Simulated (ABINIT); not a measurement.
# TiB2 (P6/mmm) in ABINIT: further runs

The runs below take TiB2 through equation of state, band structure, with LDA, RPBE+D3.

Program: ABINIT 10.8.3 (patched build). These are calculated values, not measurements. Logs are shortened: lines on timing, memory, paths and dates and some standing lists are left out, and cuts for length are marked. The log counts tension as positive stress, the text compression.

## (1) The structure

The structure is hexagonal, space group P6/mmm (No. 191). The conventional cell has a = 3.029 Å, b = 3.029 Å, c = 3.228 Å, α = 90.00°, β = 90.00°, γ = 120.00°. Ti (site symmetry 6/mmm) has 12 B at 2.38 Å as nearest neighbours. B (site symmetry -6m2) has 3 B at 1.75 Å as nearest neighbours.

## (2) Equation of state, LDA

Input file run.abi:

```
# Datasets: one volume each
ndtset 7
getwfk -1
scalecart1 3*0.9795861087
scalecart2 3*0.9864848297
scalecart3 3*0.9932883884
scalecart4 3*1.0000000000
scalecart5 3*1.0066227096
scalecart6 3*1.0131594038
scalecart7 3*1.0196128224

# Pseudopotentials
pp_dirpath "./"
pseudos "Ti.LDA_PW-JTH.xml, B.LDA_PW-JTH.xml"

# Structure
acell 3*1.0 Angstrom
rprim
     3.0292000000     0.0000000000     0.0000000000
    -1.5146000000     2.6233641531     0.0000000000
     0.0000000000     0.0000000000     3.2284000000
ntypat 2
znucl 22 5
natom 3
typat 1 2 2
xred
     0.0000000000     0.0000000000     0.0000000000
     0.6666666667     0.3333333333     0.5000000000
     0.3333333333     0.6666666667     0.5000000000

# Plane-wave basis
ecut 21.0
pawecutdg 42.0
pawovlp 30

# k points
kptopt 1
ngkpt 10 10 8
nshiftk 1
shiftk 0.0 0.0 0.0

# Exchange and correlation
ixc 7

# Bands and occupations
nband 13
occopt 3
tsmear 0.05 eV

# SCF cycle
nstep 100
tolvrs 1.0e-9

# Output
iomode 3
prtwf 1
prtden 0
prteig 0
prtebands 0
enunit 1
```

Potentials or basis: JTH PAW LDA v2.0.

Launch:

```console
> abinit run.abi > log 2>&1
```

run.abo:

```text
.Version 10.8.3 of ABINIT
 DATASET    1 : space group P6/m m m (#191); Bravais hP (primitive hexag.)
================================================================================
 Values of the parameters that define the memory need for DATASET  1.
     intxc =       0    ionmov =       0      iscf =      17    lmnmax =      18
     lnmax =       6     mgfft =      27  mpssoang =       3    mqgrid =    3001
     natom =       3  nloc_mem =       2    nspden =       1   nspinor =       1
    nsppol =       1      nsym =      24    n1xccc =       1    ntypat =       2
    occopt =       3   xclevel =       1
       mpw =         762          nfft =       15552          nkpt =          70
 PAW method is used; the additional fine FFT grid is defined by:
   mgfftf=        36    nfftf =     46656
================================================================================
================================================================================
[... 71 lines left out ...]
 DATASET    7 : space group P6/m m m (#191); Bravais hP (primitive hexag.)
================================================================================
 Values of the parameters that define the memory need for DATASET  7.
     intxc =       0    ionmov =       0      iscf =      17    lmnmax =      18
     lnmax =       6     mgfft =      27  mpssoang =       3    mqgrid =    3001
     natom =       3  nloc_mem =       2    nspden =       1   nspinor =       1
    nsppol =       1      nsym =      24    n1xccc =       1    ntypat =       2
    occopt =       3   xclevel =       1
       mpw =         858          nfft =       19683          nkpt =          70
 PAW method is used; the additional fine FFT grid is defined by:
   mgfftf=        40    nfftf =     51840
================================================================================
================================================================================

--------------------------------------------------------------------------------
------------- Echo of variables that govern the present computation ------------
--------------------------------------------------------------------------------
 -outvars: echo values of preprocessed input variables --------
            acell      1.8897261259E+00  1.8897261259E+00  1.8897261259E+00 Bohr
              amu      4.78800000E+01  1.08110000E+01
             ecut      2.10000000E+01 Hartree
           enunit           1
           getwfk          -1
                       outvar_i_n : Printing only first  50 k-points.
              ixc           7
           jdtset        1    2    3    4    5    6    7
                       outvar_i_n : Printing only first  50 k-points.
         kptrlatt       10    0    0      0   10    0      0    0    8
          kptrlen1     4.78100074E+01
          kptrlen2     4.81467087E+01
          kptrlen3     4.84787654E+01
          kptrlen4     4.88063346E+01
          kptrlen5     4.91295648E+01
          kptrlen6     4.94485969E+01
          kptrlen7     4.97635646E+01
            natom           3
            nband          13
           ndtset           7
            ngfft1         24      24      27
            ngfft2         24      24      27
            ngfft3         24      24      27
            ngfft4         24      24      27
            ngfft5         24      24      27
            ngfft6         24      24      27
            ngfft7         27      27      27
          ngfftdg1         36      36      36
          ngfftdg2         36      36      36
          ngfftdg3         36      36      36
          ngfftdg4         36      36      36
          ngfftdg5         36      36      36
          ngfftdg6         36      36      40
          ngfftdg7         36      36      40
             nkpt          70
            nstep         100
             nsym          24
           ntypat           2
                       prtocc : prtvol=0, do not print more k-points.
           occopt           3
        pawecutdg      4.20000000E+01 Hartree
          pawovlp      3.0000000000E+01
           prtden           0
        prtebands           0
           prteig           0
            rprim1     2.9673622405E+00  0.0000000000E+00  0.0000000000E+00
                      -1.4836811202E+00  2.5698110824E+00  0.0000000000E+00
                       0.0000000000E+00  0.0000000000E+00  3.1624957933E+00
            rprim2     2.9882598461E+00  0.0000000000E+00  0.0000000000E+00
                      -1.4941299231E+00  2.5879089398E+00  0.0000000000E+00
                       0.0000000000E+00  0.0000000000E+00  3.1847676242E+00
            rprim3     3.0088691861E+00  0.0000000000E+00  0.0000000000E+00
                      -1.5044345931E+00  2.6057571518E+00  0.0000000000E+00
                       0.0000000000E+00  0.0000000000E+00  3.2067322331E+00
            rprim4     3.0292000000E+00  0.0000000000E+00  0.0000000000E+00
                      -1.5146000000E+00  2.6233641531E+00  0.0000000000E+00
                       0.0000000000E+00  0.0000000000E+00  3.2284000000E+00
            rprim5     3.0492615119E+00  0.0000000000E+00  0.0000000000E+00
                      -1.5246307560E+00  2.6407379321E+00  0.0000000000E+00
                       0.0000000000E+00  0.0000000000E+00  3.2497807557E+00
            rprim6     3.0690624660E+00  0.0000000000E+00  0.0000000000E+00
                      -1.5345312330E+00  2.6578860613E+00  0.0000000000E+00
                       0.0000000000E+00  0.0000000000E+00  3.2708838192E+00
            rprim7     3.0886111616E+00  0.0000000000E+00  0.0000000000E+00
                      -1.5443055808E+00  2.6748157283E+00  0.0000000000E+00
                       0.0000000000E+00  0.0000000000E+00  3.2917180358E+00
          spgroup         191
           tolvrs      1.00000000E-09
           tsmear      1.83746611E-03 Hartree
            typat      1  2  2
           useylm           1
                       outvars : Printing only first  50 k-points.
           xangst1     0.0000000000E+00  0.0000000000E+00  0.0000000000E+00
                       1.4836811202E+00  8.5660369415E-01  1.5812478967E+00
                       2.1120787160E-16  1.7132073883E+00  1.5812478967E+00
           xangst2     0.0000000000E+00  0.0000000000E+00  0.0000000000E+00
                       1.4941299231E+00  8.6263631327E-01  1.5923838121E+00
                       1.3132717497E-16  1.7252726265E+00  1.5923838121E+00
           xangst3     0.0000000000E+00  0.0000000000E+00  0.0000000000E+00
                       1.5044345931E+00  8.6858571727E-01  1.6033661166E+00
                       4.1109948056E-17  1.7371714345E+00  1.6033661166E+00
           xangst4     0.0000000000E+00  0.0000000000E+00  0.0000000000E+00
                       1.5146000000E+00  8.7445471770E-01  1.6142000000E+00
                      -3.9857384438E-17  1.7489094354E+00  1.6142000000E+00
           xangst5     0.0000000000E+00  0.0000000000E+00  0.0000000000E+00
                       1.5246307560E+00  8.8024597735E-01  1.6248903778E+00
                       3.5878090878E-17  1.7604919547E+00  1.6248903778E+00
           xangst6     0.0000000000E+00  0.0000000000E+00  0.0000000000E+00
                       1.5345312330E+00  8.8596202044E-01  1.6354419096E+00
[... 10 lines left out ...]
            xcart3     0.0000000000E+00  0.0000000000E+00  0.0000000000E+00
                       2.8429693552E+00  1.6413891225E+00  3.0299228398E+00
                       7.7686542876E-17  3.2827782450E+00  3.0299228398E+00
            xcart4     0.0000000000E+00  0.0000000000E+00  0.0000000000E+00
                       2.8621791903E+00  1.6524799260E+00  3.0503959124E+00
                      -7.5319540682E-17  3.3049598519E+00  3.0503959124E+00
            xcart5     0.0000000000E+00  0.0000000000E+00  0.0000000000E+00
                       2.8811345719E+00  1.6634238206E+00  3.0705977987E+00
                       6.7799765679E-17  3.3268476413E+00  3.0705977987E+00
            xcart6     0.0000000000E+00  0.0000000000E+00  0.0000000000E+00
                       2.8998437620E+00  1.6742255766E+00  3.0905373040E+00
                      -8.5076624785E-17  3.3484511532E+00  3.0905373040E+00
            xcart7     0.0000000000E+00  0.0000000000E+00  0.0000000000E+00
                       2.9183146024E+00  1.6848897213E+00  3.1102227857E+00
                      -8.9861533661E-17  3.3697794425E+00  3.1102227857E+00
             xred      0.0000000000E+00  0.0000000000E+00  0.0000000000E+00
                       6.6666666667E-01  3.3333333333E-01  5.0000000000E-01
                       3.3333333333E-01  6.6666666667E-01  5.0000000000E-01
            znucl       22.00000    5.00000

================================================================================

 chkinp: Checking input parameters for consistency, jdtset=   1.

 chkinp: Checking input parameters for consistency, jdtset=   2.
[... 40 lines left out ...]
 getcut: wavevector=  0.0000  0.0000  0.0000  ngfft=  36  36  36
         ecut(hartree)=     42.000   => boxcut(ratio)=   2.06483

--- Pseudopotential description ------------------------------------------------
- pspini: atom type   1  psp file is ./Ti.LDA_PW-JTH.xml
 Pseudopotential format is: paw10
 basis_size (lnmax)=  6 (lmn_size= 18), orbitals=   0   0   1   1   2   2
 Spheres core radius: rc_sph= 2.30802695
 Shapefunction is BESSEL type: shapef(r,l)=aa(1,l)*jl(q(1,l)*r)+aa(2,l)*jl(q(2,l)*r)
 Radius for shape functions =  2.01037111
 Compensation charge density is not taken into account in XC energy/potential

- pspini: atom type   2  psp file is ./B.LDA_PW-JTH.xml
 Pseudopotential format is: paw10
 basis_size (lnmax)=  4 (lmn_size=  8), orbitals=   0   0   1   1
 Spheres core radius: rc_sph= 1.70616958
 Shapefunction is SIN type: shapef(r)=[sin(pi*r/rshp)/(pi*r/rshp)]**2
 Radius for shape functions =  1.40269776
 Compensation charge density is not taken into account in XC energy/potential

   5.92905182E+02                                ecore*ucvol(ha*bohr**3)
--------------------------------------------------------------------------------

[... 1283 lines left out ...]
-Cartesian components of stress tensor (GPa)         [Pressure= -2.3124E+01 GPa]
- sigma(1 1)=  2.38361113E+01  sigma(3 2)=  0.00000000E+00
- sigma(2 2)=  2.38361113E+01  sigma(3 1)=  0.00000000E+00
- sigma(3 3)=  2.17005859E+01  sigma(2 1)=  0.00000000E+00

== END DATASET(S) ==============================================================
================================================================================

 -outvars: echo values of variables after computation  --------
            acell      1.8897261259E+00  1.8897261259E+00  1.8897261259E+00 Bohr
           etotal1    -6.4608783854E+01
           etotal2    -6.4609130615E+01
           etotal3    -6.4608789951E+01
           etotal4    -6.4607827841E+01
           etotal5    -6.4606303317E+01
           etotal6    -6.4604270710E+01
           etotal7    -6.4601778589E+01
            fcart1    -8.0031038383E-30 -4.6205941554E-30 -0.0000000000E+00
                      -3.2012415353E-29 -7.3929506487E-29 -0.0000000000E+00
                       4.0015519191E-29  7.8550100643E-29 -0.0000000000E+00
            fcart2     7.9471362462E-30  4.5882812511E-30 -0.0000000000E+00
                      -1.5894272492E-29 -3.6706250009E-29 -0.0000000000E+00
                       7.9471362462E-30  3.2117968758E-29 -0.0000000000E+00
            fcart3    -0.0000000000E+00 -0.0000000000E+00 -0.0000000000E+00
                      -0.0000000000E+00 -0.0000000000E+00 -0.0000000000E+00
                      -0.0000000000E+00 -0.0000000000E+00 -0.0000000000E+00
            fcart4    -0.0000000000E+00 -0.0000000000E+00 -0.0000000000E+00
[... 52 lines left out ...]
           xangst3     0.0000000000E+00  0.0000000000E+00  0.0000000000E+00
                       1.5044345931E+00  8.6858571727E-01  1.6033661166E+00
                       4.1109948056E-17  1.7371714345E+00  1.6033661166E+00
           xangst4     0.0000000000E+00  0.0000000000E+00  0.0000000000E+00
                       1.5146000000E+00  8.7445471770E-01  1.6142000000E+00
                      -3.9857384438E-17  1.7489094354E+00  1.6142000000E+00
           xangst5     0.0000000000E+00  0.0000000000E+00  0.0000000000E+00
                       1.5246307560E+00  8.8024597735E-01  1.6248903778E+00
                       3.5878090878E-17  1.7604919547E+00  1.6248903778E+00
           xangst6     0.0000000000E+00  0.0000000000E+00  0.0000000000E+00
                       1.5345312330E+00  8.8596202044E-01  1.6354419096E+00
                      -4.5020610986E-17  1.7719240409E+00  1.6354419096E+00
           xangst7     0.0000000000E+00  0.0000000000E+00  0.0000000000E+00
                       1.5443055808E+00  8.9160524278E-01  1.6458590179E+00
                      -4.7552675718E-17  1.7832104856E+00  1.6458590179E+00
             xred      0.0000000000E+00  0.0000000000E+00  0.0000000000E+00
                       6.6666666667E-01  3.3333333333E-01  5.0000000000E-01
                       3.3333333333E-01  6.6666666667E-01  5.0000000000E-01
 Calculation completed.
```

It took 2.2 min on 1 thread of Arm Neoverse V1, shared host; peak memory 0.13 GiB.

What came out:

```yaml
Equilibrium_volume: 8.21 Å³/atom
Bulk_modulus_at_fixed_shape_and_positions: 280 GPa
Pressure_derivative_of_the_bulk_modulus: 3.9
```

Energy against volume, from the lowest point:
```tsv
volume (Å³/atom)	energy (meV/atom)
8.039	3.15
8.210	0.00
8.381	3.09
8.552	11.82
8.723	25.64
8.894	44.08
9.065	66.69
```

Caveat: pressures at fixed basis lie under the slope of the energies; the cell was scaled at fixed shape and fractional positions, which overstates the stiffness of a crystal with free parameters, most of all of layers and chains; the atomic spheres overlap.

(Continued in part 2 of 3.)
